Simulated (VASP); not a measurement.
Here is a VASP 6.6.1 calculation.

File INCAR:

```
PREC = Accurate
ENCUT = 600
EDIFF = 1E-6
ISMEAR = 0
SIGMA = 0.05
LREAL = False
LASPH = True
NELM = 80
ALGO = Normal
ISIF = 3
LWAVE = False
LCHARG = False
GGA = PE
IBRION = 2
NSW = 60
EDIFFG = -0.02
```

KPOINTS

```
regular mesh
0
Gamma
  7 7 7
```

File POSCAR:

```
Zn4H
1.0
    3.8972268400      0.0000000000      0.0000000000
    0.0000000000      3.8972268400      0.0000000000
    0.0000000000      0.0000000000      3.8972268400
Zn H
4 1
Direct
    0.0000000000      0.5000000000      0.5000000000
    0.5000000000      0.5000000000      0.0000000000
    0.5000000000      0.0000000000      0.5000000000
    0.0000000000      0.0000000000      0.0000000000
    0.5000000000      0.5000000000      0.5000000000
```

Potentials or basis: VASP PAW PBE potentials, release 64 (Zn, H).

Launch:

```sh
$ cat potpaw_PBE.64/Zn/POTCAR potpaw_PBE.64/H/POTCAR > POTCAR
$ mpirun -np 1 vasp_std > vasp.out
```

Q: What does it give for the relaxed volume?

A: 13.34 Å³/atom.

Q: Predict the band gap on the k mesh.

A: None (metal or under the smearing width).

Q: Estimate the space group after relaxing (to 0.05 Å).

A: Pm-3m (No. 221).

Final structure:
```yaml
crystal:
  lattice:
    - [4.05538, 0.00000, 0.00000]
    - [0.00000, 4.05538, 0.00000]
    - [0.00000, 0.00000, 4.05538]
  atoms:
    - { symbol: Zn, position: [0.00000, 0.50000, 0.50000] }
    - { symbol: Zn, position: [0.50000, 0.50000, 0.00000] }
    - { symbol: Zn, position: [0.50000, 0.00000, 0.50000] }
    - { symbol: Zn, position: [0.00000, 0.00000, 0.00000] }
    - { symbol: H, position: [0.50000, 0.50000, 0.50000] }
```
